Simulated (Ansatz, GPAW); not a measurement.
**A Pd chain with a Sn atom on top of one atom: relaxation, then transmission at several levels**

Wanted: T(E) of a Pd chain with a Sn atom on top of one atom at a relaxed geometry in two programs, beside the unrelaxed structure.

Method: Ansatz plane waves; relaxation of the junction with the lead ends held, in the first sound run; inputs show where later runs differ, in GPAW 26.7.0 and Ansatz 0.2.0.

## (1) The starting structure

The cell holds 18 atoms: 17 Pd and 1 Sn. Cell: a = 9.000 Å, b = 9.000 Å, c = 42.500 Å, α = 90.0°, β = 90.0°, γ = 90.0°. Regions: left lead, 8 atoms (8 Pd); channel, 2 atoms (1 Pd and 1 Sn); right lead, 8 atoms (8 Pd). Vacuum lies along a and b. The structure is stacked along c, and the current runs across the ab planes.

## (2) Relaxation

Transmission follows bond lengths closely, so the atoms between the held lead ends are relaxed first, from a slightly shaken start that lets symmetry break.

input.yaml reads:

```yaml
crystal:
  lattice:
    - [9.0, 0.0, 0.0]
    - [0.0, 9.0, 0.0]
    - [0.0, 0.0, 42.5]
  atoms:
    - { symbol: Pd, position: [0.5, 0.5, 0.0294117647] }
    - { symbol: Pd, position: [0.5, 0.5, 0.0882352941] }
    - { symbol: Pd, position: [0.5, 0.5, 0.1470588235] }
    - { symbol: Pd, position: [0.5, 0.5, 0.2058823529] }
    - { symbol: Pd, position: [0.5, 0.5, 0.2647058824] }
    - { symbol: Pd, position: [0.5, 0.5, 0.3235294118] }
    - { symbol: Pd, position: [0.4985588666, 0.4962330108, 0.3828285955] }
    - { symbol: Pd, position: [0.4963072847, 0.5067130519, 0.441828785] }
    - { symbol: Pd, position: [0.4988024569, 0.5019017191, 0.5011375923] }
    - { symbol: Sn, position: [0.7876021207, 0.4969224511, 0.5007518168] }
    - { symbol: Pd, position: [0.5017258021, 0.4990681632, 0.5595944928] }
    - { symbol: Pd, position: [0.5016892477, 0.5035874695, 0.617275836] }
    - { symbol: Pd, position: [0.5, 0.5, 0.6764705882] }
    - { symbol: Pd, position: [0.5, 0.5, 0.7352941176] }
    - { symbol: Pd, position: [0.5, 0.5, 0.7941176471] }
    - { symbol: Pd, position: [0.5, 0.5, 0.8529411765] }
    - { symbol: Pd, position: [0.5, 0.5, 0.9117647059] }
    - { symbol: Pd, position: [0.5, 0.5, 0.9705882353] }
kpoints:
  mp_grid: { grid: [1, 1, 2] }
hamiltonian:
  xc: pbe
scf:
  occupations: { method: fermi_dirac, width: 0.1 }
relax:
  f_tol: 0.03
  max_steps: 80
  constraints: [{ sites: [0, 1, 2, 3, 4, 5, 12, 13, 14, 15, 16, 17] }]
```

On the command line:

```sh
> ansatz run input.yaml --threads 4 --pin off --max-ram 8192MiB --backend cpu --events-out ev --progress --plain --runs-dir out
```

Numbers of over 12 decimals in the logs are rounded to 6 here.

Output:

```text
Engine: ansatz 0.2.0, x86_64-unknown-linux-gnu
Pseudopotentials: kind: paw
Pseudopotential: Pd, paw, valence charge 18, recommended cutoff 420 eV (normal), Pd.paw.azcp
Pseudopotential: Sn, paw, valence charge 14, recommended cutoff 420 eV (normal), Sn.paw.azcp
Functional definition: PBE
  parameter kappa = 0.804
  parameter beta = 0.066725
  exchange = pbe_x(kappa = kappa, mu = beta*pi^2/3)
  correlation = pbe_c(beta = beta)
Crystal: 18 atoms, lattice volume = 3442.500 Å³
Basis set: ecut = 420 eV, 67243 PW (Γ), exchange–correlation on 128×128×576 points (8 copies of the dense FFT grid, shifted against one another)
Bands: 192, of which v1, the nominal top of the filled ones, is band 160 counted from 1 (159 counted from 0)
Symmetry: 1 space group operations
Space group: P1 (ITA 1), of the structure as read, at distance tolerance 1.5e-4 Å
k-points: 2
Non-local potential: Pd, projectors of the file, l = 0: 2, l = 1: 2, l = 2: 2, l = 3: 1
Non-local potential: Sn, projectors of the file, l = 0: 2, l = 1: 2, l = 2: 2, l = 3: 2
PAW form: soft (Blöchl's): semilocal exchange-correlation on the pseudo side does not see the compensation charge
PAW one-centre angular grid: Pd, 590 points (default); XC on 64 Gauss nodes
PAW one-centre angular grid: Sn, 590 points (default); XC on 64 Gauss nodes
Initial density: superposition of atomic densities (neutral atoms: chi_scale 0, normalization atom), corrected by the library's trained network
Initial wavefunctions: pseudopotential atomic-orbital guess
Functional: x = pbe(κ = 0.804, μ = 0.219515), c = pbe(β = 0.066725)
SCF iter   1: F=—  HF=-124521.317152 eV  |F-HF|=—  |Δ(HF+E_count)|=         —  Δρ=1.03e-2  dr2=3.84e1  ethr=1.77e-3  ⟨swp⟩=12.5  Hψ=1952  notcnv=0  defer=10
preconditioner: auto → LDOS  [metal: Δε(μ)=0.014 eV  Ē_g=3.820 eV  σ=0.100 eV  W_gap=0.04  n_scr=372 (ndim 8)  ℏωp=8.3 eV  f_vac=0.774  D(μ)=49.33/eV (n_scr^D=248)  β→1.0]
SCF iter   2: F=—  HF=-124520.654333 eV  |F-HF|=—  |Δ(HF+E_count)|=   6.63e-1  Δρ=3.56e-3  dr2=5.43e-1  ethr=1.77e-3  ⟨swp⟩=3.0  Hψ=488  notcnv=0  defer=13
SCF iter   3: F=—  HF=-124520.822729 eV  |F-HF|=—  |Δ(HF+E_count)|=   1.68e-1  Δρ=2.09e-3  dr2=1.66e-1  ethr=1.70e-4  ⟨swp⟩=3.0  Hψ=668  notcnv=0  defer=14
SCF iter   4: F=—  HF=-124520.800892 eV  |F-HF|=—  |Δ(HF+E_count)|=   2.18e-2  Δρ=4.64e-4  dr2=1.52e-2  ethr=5.18e-5  ⟨swp⟩=2.0  Hψ=514  notcnv=0  defer=14
SCF iter   5: F=—  HF=-124520.808445 eV  |F-HF|=—  |Δ(HF+E_count)|=   7.55e-3  Δρ=2.23e-4  dr2=3.03e-3  ethr=4.76e-6  ⟨swp⟩=2.0  Hψ=534  notcnv=0  defer=14
SCF iter   6: F=—  HF=-124520.808209 eV  |F-HF|=—  |Δ(HF+E_count)|=   2.36e-4  Δρ=1.18e-4  dr2=7.39e-4  ethr=9.48e-7  ⟨swp⟩=2.5  Hψ=642  notcnv=0  defer=14
SCF iter   7: F=—  HF=-124520.808352 eV  |F-HF|=—  |Δ(HF+E_count)|=   1.43e-4  Δρ=6.98e-5  dr2=2.81e-4  ethr=2.31e-7  ⟨swp⟩=2.5  Hψ=551  notcnv=0  defer=14
SCF iter   8: F=—  HF=-124520.808339 eV  |F-HF|=—  |Δ(HF+E_count)|=   1.26e-5  Δρ=3.32e-5  dr2=5.80e-5  ethr=8.79e-8  ⟨swp⟩=2.0  Hψ=459  notcnv=0  defer=14
SCF iter   9: F=-124520.808416 eV  HF=-124520.808383 eV  |F-HF|=3.31e-5  |Δ(HF+E_count)|=   4.34e-5  Δρ=1.53e-5  dr2=1.23e-5  ethr=7.03e-9  ⟨swp⟩=4.0  Hψ=1220  notcnv=0
SCF 1 converged in 9 iterations: F = -124520.808416 eV  dr2 = 1.23e-5
  greatest PAW one-centre occupation: 0.999 electrons in one spin orbital (limit 2), on the Pd atom at site 6 (counted from 0), in its partial waves of l = 0
relax step   1: F+E_penalty+E_count = -124520.80841604 eV  Δ(F+E_penalty+E_count) = +0.000e0 eV  max|allowed force component| = 1.724e0 eV/Å  Δτ_max = 0.0000 Å  (9 SCF iters, dr2 threshold 2.25e-5 eV, accepted)
Initial density: handed on by an earlier stage of this run
Initial wavefunctions: those handed on with the density
iter 1 solved again at ethr=1.76e-4 eV; its pass at ethr=3.10e-3 eV (dr2=5.64e-1 eV) is discarded
SCF iter   1: F=—  HF=-124521.173471 eV  |F-HF|=—  |Δ(HF+E_count)|=         —  Δρ=2.45e-3  dr2=5.74e-1  ethr=1.76e-4  ⟨swp⟩=1.0  Hψ=1449  notcnv=0  defer=14
preconditioner: auto → LDOS  [metal: Δε(μ)=0.040 eV  Ē_g=3.955 eV  σ=0.100 eV  W_gap=0.10  n_scr=372 (ndim 8)  ℏωp=8.3 eV  f_vac=0.774  D(μ)=51.84/eV (n_scr^D=274)  β→1.0]
SCF iter   2: F=—  HF=-124521.145513 eV  |F-HF|=—  |Δ(HF+E_count)|=   2.80e-2  Δρ=1.67e-3  dr2=1.46e-1  ethr=1.76e-4  ⟨swp⟩=3.0  Hψ=710  notcnv=0  defer=14
SCF iter   3: F=—  HF=-124521.115882 eV  |F-HF|=—  |Δ(HF+E_count)|=   2.96e-2  Δρ=4.59e-4  dr2=1.67e-2  ethr=4.56e-5  ⟨swp⟩=2.5  Hψ=757  notcnv=0  defer=14
SCF iter   4: F=—  HF=-124521.117020 eV  |F-HF|=—  |Δ(HF+E_count)|=   1.14e-3  Δρ=2.13e-4  dr2=3.64e-3  ethr=5.22e-6  ⟨swp⟩=2.0  Hψ=652  notcnv=0  defer=14
SCF iter   5: F=—  HF=-124521.117210 eV  |F-HF|=—  |Δ(HF+E_count)|=   1.91e-4  Δρ=9.90e-5  dr2=8.26e-4  ethr=1.14e-6  ⟨swp⟩=2.0  Hψ=427  notcnv=0  defer=14
SCF iter   6: F=—  HF=-124521.117351 eV  |F-HF|=—  |Δ(HF+E_count)|=   1.40e-4  Δρ=4.74e-5  dr2=2.06e-4  ethr=2.58e-7  ⟨swp⟩=2.0  Hψ=387  notcnv=0  defer=14
SCF iter   7: F=-124521.117383 eV  HF=-124521.117395 eV  |F-HF|=1.13e-5  |Δ(HF+E_count)|=   4.36e-5  Δρ=2.15e-5  dr2=2.83e-5  ethr=3.13e-8  ⟨swp⟩=3.0  Hψ=1286  notcnv=0
SCF 2 converged in 7 iterations: F = -124521.117383 eV  dr2 = 2.83e-5
relax step   2: F+E_penalty+E_count = -124521.11738316 eV  Δ(F+E_penalty+E_count) = -3.090e-1 eV  max|allowed force component| = 6.735e-1 eV/Å  Δτ_max = 0.1986 Å  (7 SCF iters, dr2 threshold 1.00e-4 eV, accepted)
iter 1 solved again at ethr=2.89e-4 eV; its pass at ethr=3.10e-3 eV (dr2=9.24e-1 eV) is discarded
SCF iter   1: F=—  HF=-124521.668999 eV  |F-HF|=—  |Δ(HF+E_count)|=         —  Δρ=4.60e-3  dr2=9.69e-1  ethr=2.89e-4  ⟨swp⟩=1.5  Hψ=1408  notcnv=0  defer=12
preconditioner: auto → LDOS  [metal: Δε(μ)=0.029 eV  Ē_g=3.979 eV  σ=0.100 eV  W_gap=0.07  n_scr=372 (ndim 8)  ℏωp=8.3 eV  f_vac=0.775  D(μ)=51.79/eV (n_scr^D=274)  β→1.0]
SCF iter   2: F=—  HF=-124521.585303 eV  |F-HF|=—  |Δ(HF+E_count)|=   8.37e-2  Δρ=2.59e-3  dr2=3.00e-1  ethr=2.89e-4  ⟨swp⟩=3.0  Hψ=1058  notcnv=0  defer=12
SCF iter   3: F=—  HF=-124521.510494 eV  |F-HF|=—  |Δ(HF+E_count)|=   7.48e-2  Δρ=8.08e-4  dr2=3.85e-2  ethr=9.37e-5  ⟨swp⟩=3.0  Hψ=780  notcnv=0  defer=14
SCF iter   4: F=—  HF=-124521.508215 eV  |F-HF|=—  |Δ(HF+E_count)|=   2.28e-3  Δρ=4.37e-4  dr2=1.22e-2  ethr=1.20e-5  ⟨swp⟩=2.0  Hψ=652  notcnv=0  defer=14
SCF iter   5: F=—  HF=-124521.509556 eV  |F-HF|=—  |Δ(HF+E_count)|=   1.34e-3  Δρ=2.30e-4  dr2=3.14e-3  ethr=3.80e-6  ⟨swp⟩=2.0  Hψ=432  notcnv=0  defer=14
SCF iter   6: F=—  HF=-124521.509631 eV  |F-HF|=—  |Δ(HF+E_count)|=   7.48e-5  Δρ=1.01e-4  dr2=9.30e-4  ethr=9.81e-7  ⟨swp⟩=2.0  Hψ=544  notcnv=0  defer=14
[...]
[... from here on, the SCF cycles and remarks between the steps are left out ...]
relax step   4: F+E_penalty+E_count = -124521.91040165 eV  Δ(F+E_penalty+E_count) = -4.007e-1 eV  max|allowed force component| = 7.666e-1 eV/Å  Δτ_max = 0.1947 Å  (8 SCF iters, dr2 threshold 1.00e-4 eV, accepted)
relax step   5: F+E_penalty+E_count = -124522.20390503 eV  Δ(F+E_penalty+E_count) = -2.935e-1 eV  max|allowed force component| = 3.427e-1 eV/Å  Δτ_max = 0.1949 Å  (8 SCF iters, dr2 threshold 1.00e-4 eV, accepted)
relax step   6: F+E_penalty+E_count = -124522.26704055 eV  Δ(F+E_penalty+E_count) = -6.314e-2 eV  max|allowed force component| = 3.375e-1 eV/Å  Δτ_max = 0.1934 Å  (8 SCF iters, dr2 threshold 2.35e-5 eV, accepted)
relax step   7: F+E_penalty+E_count = -124522.29344298 eV  Δ(F+E_penalty+E_count) = -2.640e-2 eV  max|allowed force component| = 1.021e-1 eV/Å  Δτ_max = 0.2000 Å  (8 SCF iters, dr2 threshold 2.28e-5 eV, accepted)
relax step   8: F+E_penalty+E_count = -124522.30746456 eV  Δ(F+E_penalty+E_count) = -1.402e-2 eV  max|allowed force component| = 4.303e-2 eV/Å  Δτ_max = 0.1987 Å  (10 SCF iters, dr2 threshold 9.53e-7 eV, accepted)
relax step   9: F+E_penalty+E_count = -124522.31399066 eV  Δ(F+E_penalty+E_count) = -6.526e-3 eV  max|allowed force component| = 3.571e-2 eV/Å  Δτ_max = 0.1955 Å  (12 SCF iters, accepted)
relax step  10: F+E_penalty+E_count = -124522.31478751 eV  Δ(F+E_penalty+E_count) = -7.969e-4 eV  max|allowed force component| = 3.234e-2 eV/Å  Δτ_max = 0.0909 Å  (12 SCF iters, accepted)
relax step  11: F+E_penalty+E_count = -124522.31494917 eV  Δ(F+E_penalty+E_count) = -1.617e-4 eV  max|allowed force component| = 3.610e-3 eV/Å  Δτ_max = 0.0109 Å  (7 SCF iters, accepted)
relax step  12: F+E_penalty+E_count = -124522.31502733 eV  Δ(F+E_penalty+E_count) = -7.816e-5 eV  max|allowed force component| = 6.788e-3 eV/Å  Δτ_max = 0.0113 Å  (6 SCF iters, accepted)
relax step  13: F+E_penalty+E_count = -124522.31531257 eV  Δ(F+E_penalty+E_count) = -2.852e-4 eV  max|allowed force component| = 7.440e-3 eV/Å  Δτ_max = 0.0413 Å  (8 SCF iters, accepted)
relax step  14: F+E_penalty+E_count = -124522.31486094 eV  Δ(F+E_penalty+E_count) = +4.516e-4 eV  max|allowed force component| = 1.258e-1 eV/Å  Δτ_max = 0.1253 Å  (11 SCF iters, rejected (line search))
relax step  15: F+E_penalty+E_count = -124522.31599245 eV  Δ(F+E_penalty+E_count) = -6.799e-4 eV  max|allowed force component| = 3.252e-2 eV/Å  Δτ_max = 0.0604 Å  (11 SCF iters, accepted)
relax step  16: F+E_penalty+E_count = -124522.31690347 eV  Δ(F+E_penalty+E_count) = -9.110e-4 eV  max|allowed force component| = 1.150e-1 eV/Å  Δτ_max = 0.0972 Å  (8 SCF iters, dr2 threshold 1.06e-6 eV, accepted)
relax step  17: F+E_penalty+E_count = -124522.31873478 eV  Δ(F+E_penalty+E_count) = -1.831e-3 eV  max|allowed force component| = 1.459e-1 eV/Å  Δτ_max = 0.0778 Å  (6 SCF iters, dr2 threshold 1.32e-5 eV, accepted)
relax step  18: F+E_penalty+E_count = -124522.32085291 eV  Δ(F+E_penalty+E_count) = -2.118e-3 eV  max|allowed force component| = 2.970e-1 eV/Å  Δτ_max = 0.1948 Å  (7 SCF iters, dr2 threshold 2.13e-5 eV, accepted)
relax step  19: F+E_penalty+E_count = -124522.32871764 eV  Δ(F+E_penalty+E_count) = -7.865e-3 eV  max|allowed force component| = 1.363e-1 eV/Å  Δτ_max = 0.0607 Å  (5 SCF iters, dr2 threshold 8.82e-5 eV, accepted)
relax step  20: F+E_penalty+E_count = -124522.33535426 eV  Δ(F+E_penalty+E_count) = -6.637e-3 eV  max|allowed force component| = 2.344e-2 eV/Å  Δτ_max = 0.2000 Å  (7 SCF iters, dr2 threshold 3.91e-6 eV, accepted)
iter 1 solved again at ethr=8.08e-10 eV; its pass at ethr=3.10e-3 eV (dr2=2.59e-6 eV) is discarded
SCF iter   1: F=—  HF=-124522.335116 eV  |F-HF|=—  |Δ(HF+E_count)|=         —  Δρ=5.43e-6  dr2=2.58e-6  ethr=8.08e-10  ⟨swp⟩=1.0  Hψ=910  notcnv=0  defer=16
preconditioner: auto → LDOS  [metal: Δε(μ)=0.012 eV  Ē_g=3.939 eV  σ=0.100 eV  W_gap=0.03  n_scr=372 (ndim 8)  ℏωp=8.3 eV  f_vac=0.776  D(μ)=51.40/eV (n_scr^D=274)  β→1.0]
SCF iter   2: F=—  HF=-124522.335356 eV  |F-HF|=—  |Δ(HF+E_count)|=   2.40e-4  Δρ=3.07e-6  dr2=6.10e-7  ethr=8.06e-10  ⟨swp⟩=2.0  Hψ=567  notcnv=0  defer=16
SCF iter   3: F=—  HF=-124522.335356 eV  |F-HF|=—  |Δ(HF+E_count)|=   7.89e-8  Δρ=1.96e-6  dr2=1.77e-7  ethr=1.91e-10  ⟨swp⟩=2.0  Hψ=627  notcnv=0  defer=16
SCF iter   4: F=-124522.335356 eV  HF=-124522.335356 eV  |F-HF|=3.49e-8  |Δ(HF+E_count)|=   2.94e-8  Δρ=1.08e-6  dr2=5.73e-8  ethr=3.13e-11  ⟨swp⟩=5.0  Hψ=1249  notcnv=0
SCF 21 converged in 4 iterations: F = -124522.335356 eV  dr2 = 5.73e-8
relax step  21: F+E_penalty+E_count = -124522.33535597 eV  Δ(F+E_penalty+E_count) = -1.706e-6 eV  max|allowed force component| = 2.342e-2 eV/Å  Δτ_max = 0.0000 Å  (4 SCF iters, accepted)
SCF converged after 4 iterations
Free energy (F): -124522.335356 eV
Harris-Foulkes:  -124522.335356 eV  (|F-HF|=3.49e-8)
Internal energy: -124520.704646 eV  (E = F + TS)
E sigma→0 (E₀):  -124521.520001 eV
Entropy (-TS):   -1.630710 eV (-90.595 meV/atom)
Fermi energy:    -3.250648 eV
--- Per-component energies (eV) ---
  E_band       = -9291.146111
  E_kinetic    = 8936.952214
  E_local      = -111911.848458  (includes V_loc(G=0)·N_el)
  E_nonlocal   = 3704.869630
  E_hartree    = 49805.021099
  E_xc         = -3198.926000
  E_vxc        = -3619.432618  (∫ρ·V_xc dr)
  E_paw        = -67925.742833  (= ΣΔE_a)
  E_vpaw       = -6011.736866  (= ΣTr[D̂ρ^β])
  E_aug_tail   = 0.003465  (compensation charges beyond the density's cutoff)
  E_ewald      = -3931.033763
  E_smearing   = -1.630710  (= −TS)
  E_closure    = -0.000000  (closes the sum)
  Σ components = -124522.335356   (vs F -124522.335356, Δ=0.00e0)
--- Forces (eV/Å), atoms counted from 1 ---
  atom   1  Pd    -0.00004928     0.00000249    -0.00032417
  atom   2  Pd    -0.00016796     0.00016689    -0.00013697
  atom   3  Pd     0.00131900    -0.00034896     0.00868753
  atom   4  Pd    -0.00164706     0.00073886     0.03889443
  atom   5  Pd    -0.00240173     0.00004896    -0.05417151
  atom   6  Pd     0.00404792    -0.00276307     0.18622374
  atom   7  Pd    -0.00168217     0.00102294    -0.00180874
  atom   8  Pd    -0.00795951    -0.01018706     0.01186442
  atom   9  Pd     0.01528616     0.02342403     0.00200467
  atom  10  Sn     0.00263925    -0.00202268    -0.00075291
  atom  11  Pd    -0.00794170    -0.00639637    -0.01154356
  atom  12  Pd    -0.00259819    -0.00321465    -0.00007390
  atom  13  Pd     0.00330846    -0.00247837    -0.18558608
  atom  14  Pd    -0.00171955     0.00129233     0.05405724
  atom  15  Pd    -0.00140349     0.00113800    -0.03937402
  atom  16  Pd     0.00106626    -0.00075598    -0.00844032
  atom  17  Pd    -0.00016742     0.00011890     0.00016015
  atom  18  Pd    -0.00000607     0.00006846     0.00030155
  max |Σ_I F_I| component: 1.45e-4 eV/Å
--- Relaxed structure (21 steps of the walk, 20 accepted, 0 SCFs on fresh bases) ---
  F+E_penalty+E_count = -124522.33535597 eV   max|allowed force component| = 2.342e-2 eV/Å
  atoms:
    - { symbol: Pd, position: [0.5, 0.5, 0.0294117647] }
    - { symbol: Pd, position: [0.5, 0.5, 0.0882352941] }
    - { symbol: Pd, position: [0.5, 0.5, 0.1470588235] }
    - { symbol: Pd, position: [0.5, 0.5, 0.2058823529] }
    - { symbol: Pd, position: [0.5, 0.5, 0.2647058824] }
    - { symbol: Pd, position: [0.5, 0.5, 0.3235294118] }
    - { symbol: Pd, position: [0.491216, 0.497751, 0.384096] }
    - { symbol: Pd, position: [0.496448, 0.507326, 0.445932] }
    - { symbol: Pd, position: [0.358688, 0.573752, 0.499959] }
    - { symbol: Sn, position: [0.600648, 0.426870, 0.499908] }
    - { symbol: Pd, position: [0.494114, 0.502592, 0.553993] }
    - { symbol: Pd, position: [0.494686, 0.505610, 0.615887] }
    - { symbol: Pd, position: [0.5, 0.5, 0.6764705882] }
    - { symbol: Pd, position: [0.5, 0.5, 0.7352941176] }
    - { symbol: Pd, position: [0.5, 0.5, 0.794118] }
    - { symbol: Pd, position: [0.5, 0.5, 0.8529411765] }
    - { symbol: Pd, position: [0.5, 0.5, 0.911765] }
    - { symbol: Pd, position: [0.5, 0.5, 0.9705882353] }
```

The job ended after 5.1 min (4 threads of Intel Xeon Platinum 8375C at 2.90GHz (Ice Lake), shared host; peak memory 5.5 GiB; 20 min of CPU time).

Step by step:

```csv
step,energy less that of the first step (eV),largest force component (eV/Å)
1,0.0000,1.7240
2,-0.3090,0.6735
3,-0.7013,1.0421
4,-1.1020,0.7666
5,-1.3955,0.3427
6,-1.4586,0.3375
7,-1.4850,0.1021
8,-1.4990,0.0430
9,-1.5056,0.0357
10,-1.5064,0.0323
11,-1.5065,0.0036
12,-1.5066,0.0068
13,-1.5069,0.0074
14,-1.5064,0.1258
15,-1.5076,0.0325
16,-1.5085,0.1150
17,-1.5103,0.1459
18,-1.5124,0.2970
19,-1.5203,0.1363
20,-1.5269,0.0234
21,-1.5269,0.0234
```

Relaxation step 14 was tried and not accepted.

The atoms that moved most (Å):

| atom | dx | dy | dz | length |
| --- | --- | --- | --- | --- |
| Sn10 | -1.683 | -0.630 | -0.036 | 1.797 |
| Pd9 | -1.261 | 0.647 | -0.050 | 1.418 |
| Pd11 | -0.069 | 0.032 | -0.238 | 0.250 |
| Pd8 | 0.001 | 0.006 | 0.174 | 0.174 |
| Pd12 | -0.063 | 0.018 | -0.059 | 0.088 |
| Pd7 | -0.066 | 0.014 | 0.054 | 0.086 |

This step gave:

| Property | Result |
| --- | --- |
| free energy | -124522.3354 eV |
| smearing term TS | 1.631 eV |
| symmetry operations | 1 |

The relaxation lowered the energy of the cell by 1.53 eV.

[end of part 1 of 4]

[Logs are printed without paths, hosts, clocks, repeated set-up lines and the standing remarks that a program may print on its own settings, such as how far it seeks lower states.]

[Hosts, paths, dates, database ids (printed as entryN), source tags and the programs' standing remarks are cut or masked in the printed files.]
